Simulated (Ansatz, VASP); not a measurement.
One calculation of AlN, two programs

```
CELL_PARAMETERS angstrom
0.00000 2.03452 2.06504
2.03452 0.00000 2.06504
2.03452 2.03452 0.00000
ATOMIC_POSITIONS crystal
Al 0.50000 0.50000 0.50000
N 0.00000 0.00000 0.00000
```

Change from the starting cell: strain +0.000 along x and y, +0.015 along z, atoms carried along.

Alike in both runs: task single point; functional PBE; k mesh 10 × 10 × 10; occupations gaussian, width 0.05 eV; no spin polarisation.

|  | VASP | Ansatz |
| --- | --- | --- |
| version | VASP 6.6.1 | Ansatz 0.2.0 |
| potentials or method | VASP PAW PBE potentials, release 64 (Al, N) | scalar-relativistic, plane waves, PAW |
| plane-wave cutoff (eV) | 520 | 420 |
| valence electrons in the cell | 8 | 8 |

|  | VASP | Ansatz | Ansatz less VASP |
| --- | --- | --- | --- |
| gap on the k mesh at the Fermi level (eV) | 4.17 | 4.19 | +0.022 |
| least direct gap on the mesh (eV) | 5.12 | 5.11 | -0.010 |
| pressure (GPa) | -3.5 | -3.3 | +0.26 |
| largest component of the traceless stress (GPa) | 2.24 | 2.26 | +0.014 |

A k mesh can miss the band edges.
